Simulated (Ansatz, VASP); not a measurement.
Two plane-wave programs on C

INCAR

```
ALGO = Normal ; EDIFF = 1E-7
ENCUT = 520 ; GGA = CA
ISIF = 2 ; ISMEAR = 0
LASPH = True ; LCHARG = False
LREAL = False ; LWAVE = False
NBANDS = 11 ; NELM = 80
PREC = Accurate ; SIGMA = 0.05
```

The input KPOINTS:

```
k-points
0
Gamma
  12 12 12
```

Contents of POSCAR:

```
C
1.0
    0.0000000000      1.7773759436      1.5754660364
    1.7773759436      0.0000000000      1.5754660364
    1.7773759436      1.7773759436      0.0000000000
C
2
Direct
    0.5000000000      0.5000000000      0.5000000000
    0.7500000000      0.7500000000      0.7500000000
```

Input for Ansatz:

```yaml
crystal:
  lattice:
    - [0.0, 1.7773759436, 1.5754660364]
    - [1.7773759436, 0.0, 1.5754660364]
    - [1.7773759436, 1.7773759436, 0.0]
  atoms:
    - { symbol: C, position: [0.5, 0.5, 0.5] }
    - { symbol: C, position: [0.75, 0.75, 0.75] }
basis:
  ecutwfc: 520.0
kpoints:
  mp_grid: { grid: [12, 12, 12] }
hamiltonian:
  xc: lda
  pseudopotentials: { kind: paw, azcp: { folder: soft_1 } }
scf:
  occupations: { method: gaussian, width: 0.05 }
output:
  forces: true
  stress: true
  eigenvalues: true
```

Alike in both runs: task single point; functional LDA; k mesh 12 × 12 × 12; occupations gaussian, width 0.05 eV; no spin polarisation.

|  | VASP | Ansatz |
| --- | --- | --- |
| version | VASP 6.6.1 | Ansatz 0.2.0 |
| potentials or method | VASP PAW LDA potentials, release 64 (C) | scalar-relativistic, plane waves, PAW |
| plane-wave cutoff (eV) | 520 | 520 |
| valence electrons in the cell | 8 | 8 |

```tsv
	VASP	Ansatz	Ansatz less VASP
gap on the k mesh at the Fermi level (eV)	1.25	1.27	+0.014
least direct gap on the mesh (eV)	3.88	3.87	-0.004
```

Ansatz warned: «pseudo_functional_mismatch».
